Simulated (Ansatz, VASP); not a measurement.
# Two plane-wave programs on PbSe

```
Pb Se
1.0
     0.00000    2.95497    3.06215
     3.16933    0.00000    3.06215
     3.16933    2.95497    0.00000
Pb Se
1 1
Direct
  0.00000 0.00000 0.00000
  0.50000 0.50000 0.50000
```

Change from the starting cell: strain +0.0350 x Voigt [1, -1, 0, 0, 0, 0], atoms carried along.

Alike in both runs: task single point; functional PBE; k mesh 10 × 10 × 10; occupations gaussian, width 0.03 eV; no spin polarisation.

|  | VASP | Ansatz |
| --- | --- | --- |
| version | VASP 6.6.1 | Ansatz 0.2.0 |
| potentials or method | VASP PAW PBE potentials, release 64 (Pb_d, Se) | scalar-relativistic, plane waves, PAW |
| plane-wave cutoff (eV) | 520 | 420 |
| valence electrons in the cell | 20 | 30 |

```tsv
	VASP	Ansatz	Ansatz less VASP
gap on the k mesh at the Fermi level (eV)	0.19	0.18	-0.005
least direct gap on the mesh (eV)	0.19	0.18	-0.005
pressure (GPa)	3.0	3.0	+0.02
largest component of the traceless stress (GPa)	4.87	4.86	-0.012
```

The two sets of potentials don't hold the same shells in valence.

Caveats: spin-orbit coupling is left out, which as a rule narrows the gap of such compounds by several tenths of an eV.
